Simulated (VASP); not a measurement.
# Settings for BAs: mode Grüneisen parameters at the zone centre

BAs, F-43m (no. 216), 2 atoms in the cell. PBEsol, mode Grueneisen parameters; PAW potentials As, B (PBE set). VASP 6.6.1.

Wanted: mode Grüneisen parameters within 0.05.

Geometry: relaxed with this functional.

The series start from Volume step (share): 0.01; Plane-wave cutoff (eV): 420; k mesh: 8x8x8; SCF threshold (eV): 1e-7; Precision mode: Accurate. Each series keeps the choices made before it, and each single choice may use up half of a tolerance. Times cover all steps of a run.

## Volume step (share)

| Volume step (share) | Mode Grüneisen parameters, largest deviation | Time (s) |
|---|---|---|
| 0.01 | 0.000 | 35 |
| 0.003 | 0.000 | 34 |
| 0.03 | 0.000 | 37 |
| 0.06 | 0.000 | 41 |

## Plane-wave cutoff (eV)

| Plane-wave cutoff (eV) | Mode Grüneisen parameters, largest deviation | Time (s) |
|---|---|---|
| 320 | 0.001 | 31 |
| 370 | 0.001 | 37 |
| 420 | 0.002 | 35 |
| 480 | 0.001 | 37 |
| 580 (reference) | 0.000 | 69 |

## k mesh

| k mesh | Mode Grüneisen parameters, largest deviation | Time (s) |
|---|---|---|
| 4x4x4 | 0.023 | 17 |
| 6x6x6 | 0.006 | 21 |
| 8x8x8 | 0.003 | 31 |
| 10x10x10 | 0.001 | 43 |
| 12x12x12 (reference) | 0.000 | 65 |

## SCF threshold (eV)

| SCF threshold (eV) | Mode Grüneisen parameters, largest deviation | Time (s) |
|---|---|---|
| 0.001 | 0.053 | 11 |
| 0.0001 | 0.001 | 14 |
| 1e-5 | 0.001 | 14 |
| 1e-7 (reference) | 0.000 | 17 |

## Precision mode

| Precision mode | Mode Grüneisen parameters, largest deviation | Time (s) |
|---|---|---|
| Accurate | 0.000 | 14 |
| Normal | 0.000 | 10 |
| Single | 0.002 | 11 |

## Question

The rows run from the loosest to the tightest (no order: volume step, precision mode). For each series: choose the loosest value from which every tighter one stays within half of the tolerance; where there is no order, keep the first row unless others stay within half of the tolerance and take at least 30 % less time, and then take the fastest.

## Answer

- Volume step (share): 0.01
- Plane-wave cutoff (eV): 320
- k mesh: 4x4x4
- SCF threshold (eV): 0.0001
- Precision mode: Accurate

## All choices together

| Input | Mode Grüneisen parameters, largest deviation | Time (s) |
|---|---|---|
| program defaults, KSPACING-like mesh of 0.5 per A (naive) | 0.017 | 7.4 |
| chosen settings | 0.021 | 14 |
| reference settings throughout | 0.000 | 163 |

The tolerance is met.

Values of the reference run: Mode Grüneisen parameters: 1.009, 1.009, 1.009.

## The input

INCAR:
```
SYSTEM = BAs
PREC     = Accurate       ! precision mode
ENCUT    = 320            ! plane-wave cutoff, eV
EDIFF    = 1E-4           ! SCF threshold, eV
ISMEAR   = 0              ! smearing method
SIGMA    = 0.02           ! smearing width, eV
LREAL    = .FALSE.        ! projectors in reciprocal space
LASPH    = .TRUE.         ! aspherical terms in the spheres
ALGO     = Normal         ! electronic algorithm
NELM     = 120            ! most SCF steps
LWAVE    = .FALSE.        ! write WAVECAR
LCHARG   = .FALSE.        ! write CHGCAR
GGA      = PS             ! functional
KPAR     = 2            
IBRION   = 6              ! ionic algorithm
NFREE    = 2            
POTIM    = 0.015          ! step
NSW      = 1              ! ionic steps
ISIF     = 2              ! what is computed and relaxed
```

KPOINTS:
```
Automatic mesh
0
Gamma
  4 4 4
  0 0 0
```

POSCAR.step1:
```
AsB
 1.0000000000000000
    -0.0000000000000000    2.3808202187257574    2.3808202187257574
     2.3808202187257574    0.0000000000000000    2.3808202187257574
     2.3808202187257574    2.3808202187257574    0.0000000000000000
 As  B
   1   1
Direct
  0.7500000000000000  0.7500000000000000  0.7500000000000000
  0.0000000000000000  0.0000000000000000 -0.0000000000000000
```

POSCAR.step2:
```
AsB
 1.0000000000000000
    -0.0000000000000000    2.3888096081964232    2.3888096081964232
     2.3888096081964232    0.0000000000000000    2.3888096081964232
     2.3888096081964232    2.3888096081964232    0.0000000000000000
 As  B
   1   1
Direct
  0.7500000000000000  0.7500000000000000  0.7500000000000000
  0.0000000000000000  0.0000000000000000 -0.0000000000000000
```

POSCAR.step3:
```
AsB
 1.0000000000000000
    -0.0000000000000000    2.3967459110429186    2.3967459110429186
     2.3967459110429186    0.0000000000000000    2.3967459110429186
     2.3967459110429186    2.3967459110429186    0.0000000000000000
 As  B
   1   1
Direct
  0.7500000000000000  0.7500000000000000  0.7500000000000000
  0.0000000000000000  0.0000000000000000 -0.0000000000000000
```

Commands (each step's output is kept before the next begins):
```
cat potpaw_PBE.64/As/POTCAR potpaw_PBE.64/B/POTCAR > POTCAR
cp POSCAR.step1 POSCAR
mpirun -np 2 vasp_std > vasp.out
rm WAVECAR CHG
cp POSCAR.step2 POSCAR
mpirun -np 2 vasp_std > vasp.out
rm WAVECAR CHG
cp POSCAR.step3 POSCAR
mpirun -np 2 vasp_std > vasp.out
```

The naive input happens to agree within the tolerance here, in 7.4 s.

The chosen input took VASP 6.6.1 14 s on 2 cores (Intel Xeon Platinum 8375C @ 2.90GHz (Ice Lake)), a shared host.
